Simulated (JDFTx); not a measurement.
The system is Si.

```xyz
2
Lattice="0.0000 2.7219 2.7219 2.7219 0.0000 2.7219 2.7219 2.7219 0.0000" Properties=species:S:1:pos:R:3 pbc="T T T"
Si    2.7219    2.7219    2.7219
Si    4.0828    4.0828    4.0828
```

* Program: JDFTx 1.7.0 (patched build)
* Task: single point
* Functional: PBEsol
* Potentials or basis: PseudoDojo-SR-PBEsol-0.4.1-standard with smoothed tails
* Cutoff: 490 eV
* Density cutoff: 3918 eV
* k mesh: 8 × 8 × 8
* Occupations: fermi-dirac, width 0.05 eV
* Spin: no spin polarisation

On this cell: pressure -0.6 GPa; largest force zero by symmetry; band gap on the k mesh 0.52 eV, indirect (least direct gap 2.51 eV).

The same run follows on a disturbed copy (atoms moved at random, drawn with an rms of 0.05 Å):

```xyz
2
Lattice="0.0000 2.7219 2.7219 2.7219 0.0000 2.7219 2.7219 2.7219 0.0000" Properties=species:S:1:pos:R:3 pbc="T T T"
Si    2.7015    2.7558    2.7182
Si    4.0713    4.0494    4.0713
```

**Question.** What changes?

**Answer.** The energy moves by +15.4 meV/atom; pressure -0.5 GPa; largest force 0.886 eV/Å; band gap on the k mesh 0.12 eV, indirect (least direct gap 1.98 eV).

Forces on the atoms (eV/Å):
```
Si   0.097 -0.877 -0.082
Si  -0.097  0.877  0.082
```

Stress tensor (GPa, compression positive):
```
-0.40  0.25  2.59
 0.25 -0.68 -0.30
 2.59 -0.30 -0.40
```

Caveats: the empty levels aren't tightly converged.

A k mesh can miss the band edges.
